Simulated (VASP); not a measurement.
# Ge: phonons with PBEsol

Ge:

```
Ge
1.0
     0.00000    2.82900    2.82900
     2.82900    0.00000    2.82900
     2.82900    2.82900    0.00000
Ge
2
Direct
  0.00000 0.00000 0.00000
  0.25000 0.25000 0.25000
```

The cell was built by a generator and needn't be a form met in nature.

```json
{
 "Program": "VASP 6.6.1",
 "Task": "phonons",
 "Functional": "PBEsol",
 "Potentials or basis": "VASP PAW PBE potentials, release 64 (Ge_d)",
 "Cutoff": "600 eV",
 "k mesh": "14 × 14 × 14",
 "Occupations": "fermi-dirac, width 0.03 eV",
 "Spin": "no spin polarisation",
 "Holes per cm³": "1.26e+21",
 "Further INCAR settings": "ALGO = Normal; EDIFF = 1e-08; IBRION = 8; NSW = 1; NELECT = 27.94294"
}
```

| Quantity | Value |
| --- | --- |
| Relaxed volume | 22.22 Å³/atom |
| Relaxed cell | a = 3.976 Å, b = 3.976 Å, c = 3.976 Å, α = 60.00°, β = 60.00°, γ = 60.00° |
| Space group after relaxing (to 0.05 Å) | Fd-3m (No. 227) |
| Highest phonon frequency at Γ | 279 cm⁻¹ |

The path:
```tsv
step	energy change (eV)	largest force (eV/Å)	pressure (GPa)	volume (Å³)
1	0.0000	0.0000	-1.32	45.28
2	-0.0029	0.0000	0.61	44.07
3	-0.0036	0.0000	0.01	44.43
```

Final structure:
```yaml
crystal:
  lattice:
    - [0.00000, 2.81116, 2.81116]
    - [2.81116, 0.00000, 2.81116]
    - [2.81116, 2.81116, 0.00000]
  atoms:
    - { symbol: Ge, position: [0.00000, 0.00000, 0.00000] }
    - { symbol: Ge, position: [0.25000, 0.25000, 0.25000] }
```

Phonon frequencies in cm⁻¹ (negative: imaginary):
| q point | frequencies |
| --- | --- |
| (0.000, 0.000, 0.000) | 0 0 0 279 279 279 |

Run time: 4.1 min on 1 thread of Intel(R) Xeon(R) 6975P-C (Granite Rapids) (shared host), peak memory 0.84 GiB.

Caveat: the cell is charged against a uniform background, so pressure and absolute levels hang on convention; the PAW data sets were made with another functional, which shifts forces and pressure a little.
